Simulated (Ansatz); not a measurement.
**Relaxing BeS₃**

These are results of DFT PBE, scalar-relativistic, plane waves, PAW in Ansatz, not measurements. Cutoff 420 eV, Γ-centred k mesh, Gaussian smearing, no spin polarisation in the final step.

BeS₃ was placed on the A15 structure type (Pm-3n, No. 223), with Be in place of Si, S in place of Cr, at a guessed volume.

```yaml
crystal:
  lattice:
    - [5.27256, 0.00000, 0.00000]
    - [0.00000, 5.27256, 0.00000]
    - [0.00000, 0.00000, 5.27256]
  atoms:
    - { symbol: Be, position: [0.00000, 0.00000, 0.00000] }
    - { symbol: Be, position: [0.50000, 0.50000, 0.50000] }
    - { symbol: S, position: [0.00000, 0.50000, 0.25000] }
    - { symbol: S, position: [0.00000, 0.50000, 0.75000] }
    - { symbol: S, position: [0.25000, 0.00000, 0.50000] }
    - { symbol: S, position: [0.75000, 0.00000, 0.50000] }
    - { symbol: S, position: [0.50000, 0.75000, 0.00000] }
    - { symbol: S, position: [0.50000, 0.25000, 0.00000] }
```

Cell and atoms relax at zero pressure; the relaxation can't lower the symmetry of the start. After a coarse first stage the cell is made exact in the group found at 0.06 Å.

Formation energies are uncorrected and refer to the elements' standard structures at the same level.

**Question.** What does it relax into?

**Answer.** It keeps Pm-3n (No. 223). The result has the A15 structure. Conventional cell: a = 4.901 Å. Be is coordinated by 12 S at 2.74 Å; around S lie 2 S at 2.45 Å, 4 Be at 2.74 Å and 8 S at 3.00 Å.

```
Be S
1.0
     4.90137    0.00000    0.00000
     0.00000    4.90137    0.00000
     0.00000    0.00000    4.90137
Be S
2 6
Direct
  0.00000 0.00000 0.00000
  0.50000 0.50000 0.50000
  0.00000 0.50000 0.25000
  0.00000 0.50000 0.75000
  0.25000 0.00000 0.50000
  0.75000 0.00000 0.50000
  0.50000 0.75000 0.00000
  0.50000 0.25000 0.00000
```

**Question.** What are its volume, energy, density and gap?

**Answer.** The volume per atom is 14.72 Å³, the density is 2.97 g/cm³ and the energy over the elements is 0.91 eV/atom. The gap on the 8×8×8 mesh is 0 eV (a metal).

The final run used a 8×8×8 mesh on its 8-atom cell and 0.10 eV smearing. The k mesh leaves about 4 meV/atom of noise in metals. Symmetry constrained the relaxation, so the result can be a saddle point. The steps took roughly 30 core-seconds in all.

Cost: 3 runs of about 0.58 core-minutes in all, on Intel Xeon Platinum 8488C (Sapphire Rapids) (shared hosts).